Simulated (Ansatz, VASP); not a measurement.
# One calculation of CuI (Marshite), two programs

INCAR

```
PREC = Accurate
ENCUT = 600
EDIFF = 1E-6
ISMEAR = -1
SIGMA = 0.05
LREAL = False
LASPH = True
NELM = 80
ALGO = Normal
ISIF = 3
LWAVE = False
LCHARG = False
GGA = RE
IVDW = 12
IBRION = 2
NSW = 80
EDIFFG = -0.02
```

Contents of KPOINTS:

```
Automatic mesh
0
Gamma
  8 8 8
```

The input POSCAR:

```
CuI
1.0
    0.0000000000      3.0315000000      3.0315000000
    3.0315000000      0.0000000000      3.0315000000
    3.0315000000      3.0315000000      0.0000000000
I Cu
1 1
Direct
    0.0000000000      0.0000000000      0.0000000000
    0.7500000000      0.7500000000      0.7500000000
```

Contents of input.yaml:

```yaml
crystal:
  lattice:
    - [0.0, 3.0315, 3.0315]
    - [3.0315, 0.0, 3.0315]
    - [3.0315, 3.0315, 0.0]
  atoms:
    - { symbol: I, position: [0.0, 0.0, 0.0] }
    - { symbol: Cu, position: [0.75, 0.75, 0.75] }
kpoints:
  mp_grid: { grid: [8, 8, 8] }
scf:
  occupations: { method: fermi_dirac, width: 0.05 }
hamiltonian:
  xc: revpbe
  dispersion: d3bj
  pseudopotentials: { kind: all_electron, lapw: { basis_error: 0.001 } }
output:
  forces: true
  stress: true
relax:
  f_tol: 0.02
  max_steps: 60
  cell: {}
```

Alike in both runs: task relaxation of cell and atoms; functional revPBE; dispersion D3(BJ); k mesh 8 × 8 × 8; occupations fermi-dirac, width 0.05 eV; no spin polarisation.

|  | VASP | Ansatz |
| --- | --- | --- |
| version | VASP 6.6.1 | Ansatz 0.2.0 |
| potentials or method | VASP PAW PBE potentials, release 64 (I, Cu) | all-electron LAPW, scalar-relativistic |
| plane-wave cutoff (eV) | 600 | see its input |

```tsv
	VASP	Ansatz	Ansatz less VASP
relaxed volume (Å³/atom)	26.18	26.15	-0.035
relaxed cell length with the largest relative difference (Å)	4.199	4.198	-0.0019
energy change over the relaxation (meV/atom)	-14	-15	-0.4
```

Ansatz ran all-electron here, so the differences hold the error of VASP's frozen core and of both bases.

Caveats: the PAW data sets were made with another functional, which shifts forces and pressure a little (VASP). revPBE gaps usually lie below the measured ones, often by a third to a half.
